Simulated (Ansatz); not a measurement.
MoP, one cell by several methods

```yaml
crystal:
  lattice:
    - [3.28746, 0.00000, 0.00000]
    - [-1.64373, 2.84702, 0.00000]
    - [0.00000, 0.00000, 3.19100]
  atoms:
    - { symbol: Mo, position: [0.00000, 0.00000, 0.00000] }
    - { symbol: P, position: [0.33333, 0.66667, 0.50000] }
```

Atoms are numbered in the order listed.

The geometry is COD entry 1539074, unchecked; take it as a test cell. The listed cell was then made from it by scaling, straining or moving an atom.

Spin polarisation is left out, and whether a magnetic state lies lower isn't shown here.

All numbers are computed: DFT, PBEsol, PAW with Ansatz's default frozen-core files, scalar-relativistic (Ansatz 0.2.0); DFT, PBEsol, all-electron PAW with datasets made for the crystal, scalar-relativistic (Ansatz 0.2.0); DFT, PBEsol, all-electron LAPW, scalar-relativistic (Ansatz 0.2.0).

For PAW: a Γ-centred 15×15×13 k mesh, Fermi–Dirac smearing of 0.08 eV, cutoff 420 eV, no spin polarisation; the PAW files were made with PBE, and the program remakes their frozen cores for this functional. The crystal-made all-electron datasets (AE datasets) take a cutoff of 300 eV at this cell. LAPW targets a basis error of 0.25 meV/atom. The Ansatz runs share mesh, smearing and spin set-up. Plane-wave (PAW) pressures include the program's estimate of the Pulay term.

Stress and pressure are positive in compression.

The change that made this cell: equal xx and yy strain of +2 %.

Spin–orbit coupling is left out, which moves gradients at and beside heavy atoms by some per cent and at worst by a factor of two.

In a metal, gradients converge slowly with the k mesh: the values move by tens of per cent from one mesh to another, at times in sign, so only the comparison on one mesh counts.

```tsv
quantity	PAW	AE datasets	LAPW
pressure (GPa)	-11.09	-11.06	-11.06
stress xx (GPa)	-11.68	-11.65	-11.66
stress zz (GPa)	-9.91	-9.87	-9.87
field gradient Vzz at Mo1 (10²¹ V/m²)	-0.75	-0.79	–
field gradient Vzz at P2 (10²¹ V/m²)	-0.51	-0.52	–
```

PAW's pressure differs from the LAPW value by -0.03 GPa. Datasets made for the crystal and LAPW share parts of one code, so their agreement isn't an independent check.
